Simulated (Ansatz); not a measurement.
**NaCl (Pm-3m), symmetry broken, then relaxed**

The calculation used DFT PBE, scalar-relativistic, plane waves, PAW (Ansatz). The runs took a 420 eV cutoff, a Γ-centred 6×6×6 mesh and Gaussian smearing (0.05 eV). No spin polarisation. Energies are free energies at this smearing, counted from the undisturbed cell; pressure is positive in compression.

Reference structure (relaxed at this level; this CsCl-type form isn't the usual structure):

```
Na Cl
1.0
     3.50500    0.00000    0.00000
     0.00000    3.50500    0.00000
     0.00000    0.00000    3.50500
Na Cl
1 1
Direct
  0.00000 0.00000 0.00000
  0.50000 0.50000 0.50000
```

The atoms are displaced (Å, in the unstrained cell):

| atom | ux | uy | uz |
| --- | --- | --- | --- |
| Na1 | 0.010 | -0.303 | -0.260 |
| Cl2 | -0.010 | 0.303 | 0.260 |

The atoms are then relaxed in that fixed cell.

**Question.** Does the relaxation return to the undisturbed structure?

**Answer.** Yes (up to a choice of domain or origin): same space group and volume, and an energy 0.0 meV/atom from it. The disturbance itself cost 150.9 meV/atom. The final space group reads Pm-3m (tolerance 0.05 Å) and the volume changes by 0.00 %.

Final structure:

```
Na Cl
1.0
     3.50500    0.00000    0.00000
     0.00000    3.50500    0.00000
     0.00000    0.00000    3.50500
Na Cl
1 1
Cartesian
  0.0011 3.5038 3.5023
  1.7514 1.7537 1.7552
```

The relaxation, step by step (energy from the first step):

```csv
step,ΔE (meV/atom),largest force component (eV/Å),pressure (GPa)
1,0.0,0.915,n/a
2,-71.5,0.549,n/a
3,-144.2,0.088,n/a
4,-150.8,0.009,n/a
5,-150.8,0.009,n/a
6,-150.9,0.002,n/a
```

Frames along the relaxation (Å, eV/Å):

```xyz
2
Lattice="3.505 0.000 0.000 0.000 3.505 0.000 0.000 0.000 3.505" Properties=species:S:1:pos:R:3:forces:R:3 pbc="T T T" step=1
Na    0.010   -0.303   -0.260   -0.090    0.856    0.915
Cl    1.742    2.056    2.013    0.090   -0.856   -0.915
2
Lattice="3.505 0.000 0.000 0.000 3.505 0.000 0.000 0.000 3.505" Properties=species:S:1:pos:R:3:forces:R:3 pbc="T T T" step=2
Na    0.009   -0.252   -0.210   -0.047    0.525    0.549
Cl    1.744    2.005    1.962    0.047   -0.525   -0.549
2
Lattice="3.505 0.000 0.000 0.000 3.505 0.000 0.000 0.000 3.505" Properties=species:S:1:pos:R:3:forces:R:3 pbc="T T T" step=3
Na    0.011   -0.085   -0.100   -0.013    0.081    0.088
Cl    1.741    1.838    1.852    0.013   -0.081   -0.088
2
Lattice="3.505 0.000 0.000 0.000 3.505 0.000 0.000 0.000 3.505" Properties=species:S:1:pos:R:3:forces:R:3 pbc="T T T" step=4
Na    0.003   -0.011   -0.015   -0.002    0.007    0.010
Cl    1.750    1.763    1.767    0.002   -0.007   -0.009
2
Lattice="3.505 0.000 0.000 0.000 3.505 0.000 0.000 0.000 3.505" Properties=species:S:1:pos:R:3:forces:R:3 pbc="T T T" step=5
Na    0.003   -0.011   -0.015   -0.002    0.007    0.010
Cl    1.750    1.763    1.767    0.002   -0.007   -0.009
2
Lattice="3.505 0.000 0.000 0.000 3.505 0.000 0.000 0.000 3.505" Properties=species:S:1:pos:R:3:forces:R:3 pbc="T T T" step=6
Na    0.001   -0.001   -0.003   -0.001    0.001    0.002
Cl    1.751    1.754    1.755    0.001   -0.001   -0.002
```

Cost: 3 runs of about 0.25 core-minutes in all, on AMD EPYC 9R45 (Zen 5) (shared hosts).